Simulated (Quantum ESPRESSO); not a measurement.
A run of Quantum ESPRESSO 7.5 is set up as follows.

pw.in

```
&CONTROL
  calculation = 'vc-relax'
  prefix = 'pwscf'
  outdir = './tmp'
  pseudo_dir = './pseudo'
  tprnfor = .true.
  tstress = .true.
  disk_io = 'low'
  nstep = 40
  forc_conv_thr = 0.0004
  etot_conv_thr = 1d-05
/
&SYSTEM
  ibrav = 0
  nat = 3
  ntyp = 2
  ecutwfc = 36
  ecutrho = 216
  nbnd = 14
  input_dft = 'pw91'
  occupations = 'smearing'
  smearing = 'fd'
  degauss = 0.00367493
/
&ELECTRONS
  conv_thr = 6d-10
  electron_maxstep = 120
  mixing_beta = 0.5
/
&IONS
  ion_dynamics = 'bfgs'
/
&CELL
  cell_dynamics = 'bfgs'
  press = 0
  press_conv_thr = 0.3
/
ATOMIC_SPECIES
Mg    24.3050 Mg.GGA_PBE-JTH.UPF
B     10.8100 B.GGA_PBE-JTH.UPF
CELL_PARAMETERS angstrom
   3.1063590000    0.0017850000   -0.0342410000
  -1.5516340000    2.5936860000    0.0234800000
  -0.0391020000    0.0083860000    3.6032110000
ATOMIC_POSITIONS angstrom
Mg     0.0000000000    0.0000000000    0.0000000000
B      1.5341436668    0.8699449999    1.7866048333
B     -0.0185206668    1.7339120001    1.8058451667
K_POINTS automatic
10 10 8 0 0 0
```

Potentials or basis: JTH 2.0 PBE.

Run with:

```console
$ OMP_NUM_THREADS=1 pw.x -in pw.in > pw.out
```

Problem. What does it give for the space group after relaxing (to 0.05 Å)?

Solution. P6/mmm (No. 191).

Problem. What does it give for the relaxed cell?

Solution. a = 3.079 Å, b = 3.078 Å, c = 3.526 Å, α = 89.98°, β = 90.03°, γ = 120.01°.

Problem. Predict the relaxed volume.

Solution. 9.64 Å³/atom.

Problem. What does it give for the band gap on the k mesh?

Solution. None (metal or under the smearing width).

The path:
```
step  energy change (eV)  largest force (eV/Å)  pressure (GPa)  volume (Å³)
   1              0.0000                0.1614            0.83        29.04
   2             -0.0298                0.0315           -0.50        29.15
   3             -0.0364                0.0184           -0.27        29.03
   4             -0.0375                0.0278           -0.09        28.96
   5             -0.0378                0.0233           -0.01        28.93
   6             -0.0379                0.0156            0.02        28.92
   7             -0.0379                0.0103            0.02        28.92
   8             -0.0380                0.0059            0.01        28.93
   9             -0.0380                0.0033            0.00        28.93
  10             -0.0380                0.0019           -0.01        28.93
  11             -0.0380                0.0008            0.00        28.93
```

Caveat: the potentials were made for another functional, which shifts forces and pressure; the cutoff is low for these files, which shifts pressure and relaxed volume.
